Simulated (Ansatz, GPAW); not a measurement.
# Geometry or basis: what sets the conductance of hydroquinonedithiol between two Pt chains, part 4 of 4

Aim: the conductance of hydroquinonedithiol between two Pt chains after relaxation, and whether geometry, basis or functional moves it most.

GPAW 26.7.0 and Ansatz 0.2.0; Ansatz plane waves; relaxation of the junction with the lead ends held (the session's first sound run).

So far, transmission at the Fermi level (one spin): step 3 (plane waves, PBE) 0.335; step 4 (GPAW, dzp, PBE, GPAW) 0.303; step 5 (single-zeta polarised basis, PBE, GPAW) 0.257; step 6 (minimal basis, PBE, GPAW) 0.276; step 7 (revPBE in the dzp basis: xc = "revPBE") 0.305.

## (8) Without the relaxation: geometry = "as built"

Level of this step: GPAW LCAO, PAW setups; Landauer transmission from Green's functions with principal layers (ASE), zero bias (GPAW).

The dzp basis with PBE on the structure as first built shows what the relaxation was worth.

run.py

```python
import json
import numpy as np
from ase import Atoms
from ase.transport.calculators import TransportCalculator
from gpaw import GPAW, FermiDirac
from gpaw.lcao.tools import get_lcao_hamiltonian
from scipy.linalg import eigh

# The junction with lead layers at both ends, along the third cell vector
device = Atoms(
    ['Pt', 'Pt', 'Pt', 'Pt', 'Pt', 'Pt', 'Pt', 'Pt', 'S', 'H', 'C', 'C', 'H', 'O', 'C', 'C', 'O', 'H', 'C', 'C', 'H', 'S', 'Pt', 'Pt', 'Pt', 'Pt', 'Pt', 'Pt', 'Pt', 'Pt'],
    positions=[
        [6.26870, 4.50000, 1.20000],
        [6.26870, 4.50000, 3.60000],
        [6.26870, 4.50000, 6.00000],
        [6.26870, 4.50000, 8.40000],
        [6.26870, 4.50000, 10.80000],
        [6.26870, 4.50000, 13.20000],
        [6.26870, 4.50000, 15.60000],
        [6.26870, 4.50000, 18.00000],
        [4.81110, 5.22973, 19.69275],
        [7.64345, 5.23780, 20.46035],
        [5.63332, 5.22301, 21.27573],
        [7.02657, 5.22896, 21.35438],
        [3.25000, 5.25305, 21.51373],
        [3.52022, 5.23530, 22.45211],
        [4.88972, 5.22905, 22.46386],
        [7.64765, 5.22904, 22.60306],
        [9.01716, 5.23528, 22.61481],
        [9.28737, 5.25306, 23.55319],
        [5.51080, 5.22900, 23.71255],
        [6.90405, 5.22304, 23.79119],
        [4.89392, 5.23787, 24.60658],
        [7.72627, 5.22981, 25.37417],
        [6.26870, 4.50000, 27.06692],
        [6.26870, 4.50000, 29.46692],
        [6.26870, 4.50000, 31.86692],
        [6.26870, 4.50000, 34.26692],
        [6.26870, 4.50000, 36.66692],
        [6.26870, 4.50000, 39.06692],
        [6.26870, 4.50000, 41.46692],
        [6.26870, 4.50000, 43.86692]],
    cell=[[12.53741, 0.0, 0.0], [0.0, 9.0, 0.0], [0.0, 0.0, 45.06692]],
    pbc=True)

# One principal layer of the lead: the first 5 atoms of the device
lead = Atoms(
    ['Pt', 'Pt', 'Pt', 'Pt', 'Pt'],
    positions=[
        [6.26870, 4.50000, 1.20000],
        [6.26870, 4.50000, 3.60000],
        [6.26870, 4.50000, 6.00000],
        [6.26870, 4.50000, 8.40000],
        [6.26870, 4.50000, 10.80000]],
    cell=[[12.53741, 0.0, 0.0], [0.0, 9.0, 0.0], [0.0, 0.0, 12.0]],
    pbc=True)

settings = dict(mode='lcao', basis='dzp', xc='PBE', h=0.18,
                occupations=FermiDirac(0.1), maxiter=250,
                mixer=dict(beta=0.1, nmaxold=8, weight=100.0),
                convergence=dict(density=0.0001))
energies = np.arange(-2, 2 + 1e-9, 0.025)
eta = 0.0001
n1, n2 = 1, 1
# k and -k transmit alike, so half of the mesh across the current serves
mesh = [(i, j) for i in range(n1) for j in range(n2) if (i, j) <= (-i % n1, -j % n2)]
weights = np.array([1 if (i, j) == (-i % n1, -j % n2) else 2 for i, j in mesh]) / (n1 * n2)


def ground_state(atoms, size, txt):
    atoms.calc = GPAW(kpts={'size': size, 'gamma': True}, symmetry={'tolerance': 1e-3}, txt=txt, **settings)
    atoms.get_potential_energy()
    return atoms.calc.get_fermi_level()


def blocks(atoms, fermi, points, nz, cells):
    """H - E_F S and S between cell 0 and the cells above it, at each point across the current."""
    kz = np.arange(nz) / nz
    calc = atoms.calc.fixed_density(kpts=[(*k, z) for k in points for z in kz], symmetry='off', txt=None)
    H, S = get_lcao_hamiltonian(calc)
    H = (H - fermi * S).reshape(len(H), len(points), nz, *S.shape[1:])
    S = S.reshape(H.shape[1:])
    phases = [np.exp(-2j * np.pi * kz * R) / nz for R in cells]
    return [(np.einsum('skzij,z->ksij', H, p), np.einsum('kzij,z->kij', S, p)) for p in phases]


def pair(a, b):
    return np.block([[a, b], [b.T.conj(), a]])


def count_channels(h, s, cells, nk=240):
    """Half the number of times that the lead's bands cross each energy, unfolded to its shortest repeat."""
    b = len(h) // cells
    bands = []
    for k in (np.arange(nk + 1) + 0.5) / nk:
        hk, sk = h[:b, :b].copy(), s[:b, :b].copy()
        for R in range(1, cells):
            phase, block = np.exp(2j * np.pi * k * R), slice(R * b, (R + 1) * b)
            hk += h[:b, block] * phase + (h[:b, block] * phase).T.conj()
            sk += s[:b, block] * phase + (s[:b, block] * phase).T.conj()
        w, u = eigh(sk)
        x = u[:, w > 1e-5] / w[w > 1e-5]**0.5  # drop near-dependent combinations
        bands.append(np.r_[eigh(x.T.conj() @ hk @ x, eigvals_only=True), [1e9] * (w <= 1e-5).sum()])
    below = np.array(bands)[:, :, None] < energies
    return (below[1:] != below[:-1]).sum((0, 1)) / 2


fermi_lead = ground_state(lead, (1, 1, 10), 'lead.txt')
fermi_device = ground_state(device, (1, 1, 2), 'device.txt')
T, channels, eigen, tail, misfit, shifts = [], [], [], 0.0, 0.0, []
for first in range(0, len(mesh), 123):
    points = [(i / n1, j / n2) for i, j in mesh[first:first + 123]]
    (H0k, S0k), (H1k, S1k), (H2k, _) = blocks(lead, fermi_lead, points, 5, range(3))
    [(Hk, Sk)] = blocks(device, fermi_device, points, 2, [0])
    tail = max(tail, abs(H2k).max())
    for H0, S0, H1, S1, H, S in zip(H0k, S0k, H1k, S1k, Hk, Sk):
        n = len(S0)
        # Shift the lead onto the potential of the device's first layer
        shift = ((H[:, 0, 0] - H0[:, 0, 0]) / S0[0, 0]).real.mean()
        shifts.append(shift)
        misfit = max(misfit, abs(H[:, :n, :n] - H0 - shift * S0).max())
        Tk, Ck, Ek = [], [], []
        for s in range(len(H)):
            t = s % len(H0)  # a lead without moments serves both spins
            h1, s1 = pair(H0[t] + shift * S0, H1[t] + shift * S1), pair(S0, S1)
            leads = dict(h1=h1, s1=s1, energies=energies, eta=eta, eta1=eta, eta2=eta)
            calc = TransportCalculator(h=H[s], s=S, eigenchannels=3, **leads)
            Tk.append(calc.get_transmission())
            Ek.append(np.sort(calc.eigenchannels_ne, axis=0)[::-1])
            Ck.append(count_channels(h1, s1, 10))
        T.append(Tk)
        channels.append(Ck)
        eigen.append(Ek)
T, channels = np.array(T), np.array(channels)
mean, open_channels = np.einsum('kse,k->se', T, weights), np.einsum('kse,k->se', channels, weights)

print(f'basis functions: device {len(S)}, principal layer {n}')
print(f'Fermi level: lead {fermi_lead:.4f} eV, device {fermi_device:.4f} eV; lead shifted by {np.mean(shifts):.4f} eV')
print(f'largest coupling past the next layer {tail:.2e} eV, largest misfit of the first layer {misfit:.3f} eV')
print('  E-E_F (eV)   ' + 'T (one spin)  channels')
for e, t, c in zip(energies, mean.T, open_channels.T):
    print(f'{e:10.3f}  ', *[f'{x:11.4e}' for x in t], *[f'{x:9.4f}' for x in c])

kT = 8.617333e-5 * 300
fine = np.linspace(energies[0], energies[-1], 4001)
both = np.exp(np.interp(fine, energies, np.log(np.maximum(mean.sum(0) * 2 / len(mean), 1e-30))))
fermi = lambda mu: 1 / (1 + np.exp(np.clip((fine - mu) / kT, -200, 200)))
slope = fermi(0) * (1 - fermi(0)) / kT
G = np.trapezoid(both * slope, fine) / 2
seebeck = -np.trapezoid(both * slope * fine, fine) / (2 * G * 300) * 1e6
print(f'conductance at 300 K: {G:.5g} G0 a cell; thermopower {seebeck:.4g} uV/K')
bias = [0.1, 0.2, 0.5, 1.0, 1.5, 2.0]
current = [38.74 * np.trapezoid(both * (fermi(V / 2) - fermi(-V / 2)), fine) for V in bias]
for V, I in zip(bias, current):
    print(f'current from the zero-bias T(E) at {V} V: {I:.5g} uA')
zero = abs(energies).argmin()
json.dump(dict(energies=energies.tolist(), T=mean.tolist(), channels=open_channels.tolist(), G=G, seebeck=seebeck,
               bias=bias, current=current, tail=tail, misfit=misfit, shift=np.mean(shifts), n_device=len(S), n_lead=n,
               fermi=[fermi_lead, fermi_device], energy=device.get_potential_energy(),
               moments=device.get_magnetic_moments().tolist(), mesh=mesh, weights=weights.tolist(),
               T_k=T[:, :, zero].tolist(), eigen=np.array(eigen[0]).tolist()), open('result.json', 'w'))
```

On the command line:

```bash
OMP_NUM_THREADS=1 OPENBLAS_NUM_THREADS=1 python run.py
```

Numbers of over 12 decimals in the logs are rounded to 6 here.

The program printed:

```text
basis functions: device 582, principal layer 135
Fermi level: lead -4.9170 eV, device -4.6249 eV; lead shifted by -0.0029 eV
largest coupling past the next layer 8.09e-06 eV, largest misfit of the first layer 0.062 eV
  E-E_F (eV)   T (one spin)  [channel counts left out]
    -2.000    1.0035e+00
    -1.975    1.0067e+00
    -1.950    1.0046e+00
[...]
1.975    1.9587e-06
     2.000    3.2840e-06
conductance at 300 K: 0.9276 G0 a cell; thermopower -11.58 uV/K
current from the zero-bias T(E) at 0.1 V: 7.0925 uA
current from the zero-bias T(E) at 0.2 V: 13.654 uA
current from the zero-bias T(E) at 0.5 V: 27.654 uA
current from the zero-bias T(E) at 1.0 V: 47.328 uA
current from the zero-bias T(E) at 1.5 V: 60.9 uA
current from the zero-bias T(E) at 2.0 V: 65.546 uA
```

Run time: 11 min. Hardware: 1 thread of Arm Neoverse N1, shared host; peak memory 2.9 GiB.

Numbers from this step:

```
conductance                                    : 0.9276 G₀
thermopower                                    : -11.58 μV/K
largest coupling past the next principal layer : 8.09e-6 eV
largest misfit of the first principal layer    : 0.06222 eV
shift that aligns the lead                     : -0.002893 eV
transmission at the Fermi level (one spin)     : 0.9640
```

The conductance, 0.928 G₀, lies 172 % above that of the dzp run.

## (9) All levels side by side

Times are wall times on the hardware named with each run. The series side by side:

```csv
no.,run,conductance (G₀),time,memory (GiB)
1,pw PBE,0.3605,3.4 h,6.8
2,dzp,0.3406,14 min,2.9
3,szp,0.2888,8.6 min,2.8
4,sz,0.3114,6.1 min,2.7
5,dzp revPBE,0.3412,13 min,2.9
6,asbuilt,0.9276,11 min,2.9
```

## (10) Comparison

The curves are compared point by point over the common energies.

This step: comparison of transmission and cost over codes, levels and geometry (GPAW 26.7.0).

Ladder, by row:

```csv
step,code,T at the Fermi level (sum over the listed spins),conductance (G0),r.m.s. T(E) from the first,wall time (s),peak memory (GiB),threads
pw-pbe,Ansatz,0.3348,0.3605,0,12295,6.78,4
dzp,GPAW,0.3031,0.3406,0.08251,845.4,2.92,1
szp,GPAW,0.2566,0.2888,0.2194,518.4,2.81,1
sz,GPAW,0.2762,0.3114,0.288,368,2.71,1
dzp-revPBE,GPAW,0.305,0.3412,0.08998,802.4,2.92,1
asbuilt,GPAW,0.964,0.9276,0.2884,650.4,2.92,1
```

Transmission, zone mean, sum over the listed spins against energy, zero at the Fermi level:

```csv
energy (eV),pw-pbe,dzp,szp,sz,dzp-revPBE,asbuilt
-2.000,0.910,0.865,0.649,0.564,0.866,1.00
-1.800,0.879,0.847,0.598,0.491,0.845,0.957
-1.600,0.731,0.768,0.474,0.329,0.760,0.993
-1.400,0.418,0.455,0.220,0.117,0.439,0.750
-1.200,0.0631,0.0892,0.0258,0.00837,0.0816,0.253
-1.050,0.146,0.0728,0.0194,0.00646,0.0734,0.180
-1.000,0.142,0.114,0.0456,0.0192,0.113,0.193
-0.875,0.124,0.0569,1.00,0.967,0.0486,0.274
-0.800,0.0160,0.0692,0.610,0.467,0.124,0.234
-0.725,0.822,1.00,0.631,0.305,1.00,0.140
-0.600,1.01,0.858,0.794,0.375,0.865,0.774
-0.400,0.819,0.746,0.728,0.886,0.741,0.976
-0.325,1.01,0.785,0.801,0.828,0.789,0.559
-0.275,0.981,0.902,0.997,0.960,0.989,0.212
-0.250,0.983,1.000,0.993,0.998,0.995,0.265
-0.200,1.00,0.978,0.995,0.991,0.981,0.372
0.000,0.335,0.303,0.257,0.276,0.305,0.964
0.200,0.153,0.127,0.145,0.263,0.130,0.669
0.300,0.179,0.162,0.263,0.979,0.168,0.392
0.400,0.411,0.471,0.960,0.103,0.495,0.223
0.475,0.982,0.752,0.130,0.0225,0.719,0.150
0.600,0.0591,0.0343,0.0118,0.00446,0.0332,0.0843
0.800,0.00341,0.00173,0.00151,9.1e-4,0.00172,0.0125
1.000,9.8e-4,7.8e-4,7.6e-4,4.5e-4,7.8e-4,0.00270
1.200,5.8e-4,5.0e-4,5.0e-4,2.8e-4,4.9e-4,6.6e-4
1.400,4.1e-4,3.6e-4,3.7e-4,2.0e-4,3.6e-4,1.3e-4
1.600,3.1e-4,2.9e-4,2.9e-4,1.5e-4,2.8e-4,1.2e-5
1.800,2.4e-4,2.3e-4,2.4e-4,1.1e-4,2.3e-4,2.6e-7
2.000,1.6e-4,1.6e-4,1.9e-4,7.9e-5,1.7e-4,3.3e-6
```

## (11) Broadening 1e-06: eta = 1e-06

The broadening keeps the Green's functions finite; too large a value absorbs electrons where channels are open and leaks them where none are.

This step: GPAW LCAO, PAW setups; Landauer transmission from Green's functions with principal layers (ASE), zero bias (GPAW 26.7.0).

run.py, as its differences from that of step 8:

```diff
@@ -18,20 +18,20 @@
         [6.26870, 4.50000, 13.20000],
-        [6.26870, 4.50000, 15.60000],
-        [6.26870, 4.50000, 18.00000],
-        [4.81110, 5.22973, 19.69275],
-        [7.64345, 5.23780, 20.46035],
-        [5.63332, 5.22301, 21.27573],
-        [7.02657, 5.22896, 21.35438],
-        [3.25000, 5.25305, 21.51373],
-        [3.52022, 5.23530, 22.45211],
-        [4.88972, 5.22905, 22.46386],
-        [7.64765, 5.22904, 22.60306],
-        [9.01716, 5.23528, 22.61481],
-        [9.28737, 5.25306, 23.55319],
-        [5.51080, 5.22900, 23.71255],
-        [6.90405, 5.22304, 23.79119],
-        [4.89392, 5.23787, 24.60658],
-        [7.72627, 5.22981, 25.37417],
-        [6.26870, 4.50000, 27.06692],
-        [6.26870, 4.50000, 29.46692],
+        [5.20828, 4.64932, 15.34542],
+        [5.99955, 4.55085, 17.64460],
+        [5.03001, 4.58420, 19.61311],
+        [7.90537, 4.56367, 20.63879],
+        [5.80188, 4.58179, 21.16969],
+        [7.18080, 4.57078, 21.45231],
+        [3.37097, 4.60761, 21.15579],
+        [3.54767, 4.60437, 22.12390],
+        [4.88256, 4.59136, 22.30464],
+        [7.65271, 4.56995, 22.75813],
+        [8.98769, 4.56192, 22.93899],
+        [9.16436, 4.56292, 23.90713],
+        [5.35450, 4.58585, 23.61047],
+        [6.73343, 4.57540, 23.89297],
+        [4.62975, 4.59097, 24.42392],
+        [7.50551, 4.56510, 25.44945],
+        [6.53813, 4.54620, 27.41892],
+        [7.32309, 4.66817, 29.71928],
         [6.26870, 4.50000, 31.86692],
@@ -62,3 +62,3 @@
 energies = np.arange(-2, 2 + 1e-9, 0.025)
-eta = 0.0001
+eta = 1e-06
 n1, n2 = 1, 1
```

The program printed:

```text
basis functions: device 582, principal layer 135
Fermi level: lead -4.9170 eV, device -4.5852 eV; lead shifted by 0.0023 eV
largest coupling past the next layer 8.09e-06 eV, largest misfit of the first layer 0.138 eV
  E-E_F (eV)   T (one spin)  [channel counts left out]
    -2.000    8.6659e-01
    -1.975    8.6314e-01
    -1.950    8.6048e-01
    -1.925    8.5840e-01
    -1.900    8.5670e-01
    -1.875    8.5515e-01
    -1.850    8.5353e-01
    -1.825    8.5162e-01
    -1.800    8.4919e-01
    -1.775    8.4603e-01
    -1.750    8.4192e-01
    -1.725    8.3662e-01
    -1.700    8.2979e-01
    -1.675    8.2092e-01
    -1.650    8.0905e-01
    -1.625    7.9268e-01
[...]
1.825    2.2036e-04
     1.850    2.1291e-04
     1.875    2.0528e-04
     1.900    1.9740e-04
     1.925    1.8921e-04
     1.950    1.8067e-04
     1.975    1.7171e-04
     2.000    1.6227e-04
conductance at 300 K: 0.34162 G0 a cell; thermopower 63.46 uV/K
current from the zero-bias T(E) at 0.1 V: 2.7449 uA
current from the zero-bias T(E) at 0.2 V: 5.9976 uA
current from the zero-bias T(E) at 0.5 V: 18.352 uA
current from the zero-bias T(E) at 1.0 V: 42.354 uA
current from the zero-bias T(E) at 1.5 V: 61.114 uA
current from the zero-bias T(E) at 2.0 V: 64.506 uA
```

Elapsed: 14 min, on 1 thread; peak memory 2.9 GiB.

Numbers from this step:

* conductance: 0.3416 G₀
* thermopower: 63.46 μV/K
* largest misfit of the first principal layer: 0.1377 eV
* shift that aligns the lead: 0.002310 eV
* transmission at the Fermi level (one spin): 0.3040

One spin. Transmission, zone mean against energy, zero at the Fermi level:

energy (eV), transmission, zone mean and a bar:
```
   -2.000       0.87 ##########################
   -1.900       0.86 #########################
   -1.800       0.85 #########################
   -1.700       0.83 #########################
   -1.600       0.77 #######################
   -1.500       0.65 ###################
   -1.400       0.46 ##############
   -1.300       0.26 ########
   -1.200       0.09 ###
   -1.100       0.05 ##
   -1.000       0.11 ###
   -0.900       0.08 ##
   -0.800       0.07 ##
   -0.725       1.01 ##############################
   -0.700       0.97 #############################
   -0.600       0.86 ##########################
   -0.500       1.00 ##############################
   -0.400       0.75 ######################
   -0.300       0.83 #########################
   -0.250       1.00 ##############################
   -0.200       0.98 #############################
   -0.100       0.80 ########################
    0.000       0.30 #########
    0.100       0.16 #####
    0.200       0.13 ####
    0.300       0.16 #####
    0.400       0.47 ##############
    0.450       1.00 ##############################
    0.500       0.38 ###########
    0.600       0.03 #
    0.700       0.01 
    0.800       0.00 
    0.900       0.00 
    1.000       0.00 
    1.100       0.00 
    1.200       0.00 
    1.300       0.00 
    1.400       0.00 
    1.500       0.00 
    1.600       0.00 
    1.700       0.00 
    1.800       0.00 
    1.900       0.00 
    2.000       0.00
```

Not self-consistent under bias; the bias window is split evenly. The current through one cell, from the zero-bias transmission by bias:

```csv
bias (V),"current through one cell, from the zero-bias transmission (μA)"
0.100,2.74
0.200,6.00
0.500,18.4
1.000,42.4
1.500,61.1
2.000,64.5
```

Table of transmission of the three most open eigenchannels by energy, zero at the Fermi level:

```csv
energy (eV),channel 1,channel 2,channel 3
-2.000,0.860,0.00596,2.5e-4
-1.800,0.843,0.00434,0.00220
-1.600,0.754,0.0124,0.00310
-1.400,0.447,0.00640,0.00290
-1.200,0.0805,0.00855,3.9e-4
-1.000,0.0915,0.0224,4.2e-4
-0.800,0.0525,0.0157,0.00134
-0.600,0.857,0.00342,0.00191
-0.400,0.747,0.00161,0.00150
-0.200,0.979,0.00126,0.00118
0.000,0.302,0.00173,2.5e-5
0.200,0.125,0.00206,3.4e-6
0.400,0.471,0.00227,3.3e-7
0.600,0.0313,0.00311,5.4e-8
0.800,0.00173,0,0
1.000,7.8e-4,0,0
1.200,5.0e-4,0,0
1.400,3.7e-4,0,0
1.600,2.9e-4,0,0
1.800,2.3e-4,0,0
2.000,1.6e-4,0,0
```

The conductance, 0.342 G₀, lies 0.3 % above that of the dzp run.

## (12) What came out

| Item | Value |
| --- | --- |
| conductance | 0.341 G₀ |
| transmission at the Fermi level, mean of the spins | 0.303 |
| thermopower | 63.4 μV/K |

**Reading.** In the dzp basis the junction conducts 0.341 G₀ at 300 K, with T = 0.303 a spin at the Fermi level; the sz basis reaches that conductance within 10 %. Relaxation moved atoms by up to 1.1 Å and took the conductance from 0.928 to 0.341 G₀, as a ratio a larger change than the step from dzp to the minimal basis. The conductance differs from T at the Fermi level because it averages T(E) over the thermal window, about 0.09 eV wide, in which T changes. Plane waves (PBE) give T = 0.335 there. At the Fermi level one eigenchannel carries the current (0.30). The positive thermopower says that the thermally weighted transmission is larger below the Fermi level, as for hole-like transport. Measured against the first run (pw-pbe), the nearest curve is that of dzp (r.m.s. 0.083) and the farthest that of asbuilt (0.29). Over the compared runs wall time goes from 368 s (sz) to 12295 s (pw-pbe), on a shared host; the plane-wave run used 4 threads and the orbital runs 1. The leads kept an estimated spacing and the cell its length, so the junction may be under some tension or compression. The run had no spin polarisation, so a magnetic state, which chains and small molecules with open shells often have, wasn't tested. Spin-orbit coupling is left out, which matters for the heavy atoms here. Semilocal functionals put molecular levels too near the Fermi level, so such conductances usually come out too high, and chain electrodes have a sharper density of states than real ones. An evenly spaced straight chain is an idealisation: free chains tend to dimerise, zigzag or, where a band edge lies near the Fermi level, turn magnetic. The currents use the zero-bias T(E) throughout, which holds only while the bias is small against the distance to the nearest feature.

[Logs are printed without paths, hosts, clocks, repeated set-up lines and the standing remarks that a program may print on its own settings, such as how far it seeks lower states.]

[Hosts, paths, dates, database ids (printed as entryN), source tags and the programs' standing remarks are cut or masked in the printed files.]
